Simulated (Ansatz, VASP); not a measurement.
# One calculation of SiO2, two programs

INCAR

```
SYSTEM = SiO2
PREC = Accurate
ENCUT = 520
EDIFF = 1E-6
ISMEAR = 0
SIGMA = 0.05
LREAL = .FALSE.
LASPH = .TRUE.
NELM = 60
ALGO = Normal
ISIF = 2
LWAVE = .FALSE.
LCHARG = .FALSE.
GGA = CA
NBANDS = 25
```

KPOINTS

```
regular mesh
0
G
  6 6 8
  0 0 0
```

POSCAR

```
SiO2
1.0
    4.1801000000      0.0000000000      0.0000000000
    0.0000000000      4.1801000000      0.0000000000
    0.0000000000      0.0000000000      2.4058000000
Si O
2 4
Direct
    0.5000000000      0.5000000000      0.5000000000
    0.0000000000      0.0000000000      0.0000000000
    0.6944252994      0.6944252994      0.0000000000
    0.1944252994      0.8055747006      0.5000000000
    0.3055747006      0.3055747006      0.0000000000
    0.8055747006      0.1944252994      0.5000000000
```

Input for Ansatz:

```yaml
crystal:
  lattice:
    - [4.1801, 0.0, 0.0]
    - [0.0, 4.1801, 0.0]
    - [0.0, 0.0, 2.4058]
  atoms:
    - { symbol: Si, position: [0.5, 0.5, 0.5] }
    - { symbol: Si, position: [0.0, 0.0, 0.0] }
    - { symbol: O, position: [0.6944252994, 0.6944252994, 0.0] }
    - { symbol: O, position: [0.1944252994, 0.8055747006, 0.5] }
    - { symbol: O, position: [0.3055747006, 0.3055747006, 0.0] }
    - { symbol: O, position: [0.8055747006, 0.1944252994, 0.5] }
basis:
  ecutwfc: 520.0
kpoints:
  mp_grid: { grid: [6, 6, 8] }
hamiltonian:
  xc: lda
  pseudopotentials: { kind: paw, azcp: { folder: soft_1 } }
scf:
  occupations: { method: gaussian, width: 0.05 }
output:
  forces: true
  stress: true
  eigenvalues: true
```

Alike in both runs: task single point; functional LDA; k mesh 6 × 6 × 8; occupations gaussian, width 0.05 eV; no spin polarisation.

```csv
,VASP,Ansatz
version,VASP 6.6.1,Ansatz 0.2.0
potentials or method,"VASP PAW LDA potentials, release 64 (Si, O)","scalar-relativistic, plane waves, PAW"
plane-wave cutoff (eV),520,520
valence electrons in the cell,32,32
```

```csv
,VASP,Ansatz,Ansatz less VASP
gap on the k mesh at the Fermi level (eV),7.59,7.60,+0.012
least direct gap on the mesh (eV),7.59,7.60,+0.012
rms of the force components (eV/Å),0.237,0.192,-0.0453
```

Atom by atom the forces differ by 0.045 eV/Å (rms over components). Ansatz warned: «pseudo_functional_mismatch».

 A k mesh can miss the band edges. As with any semilocal functional, this LDA gap is likely too small.
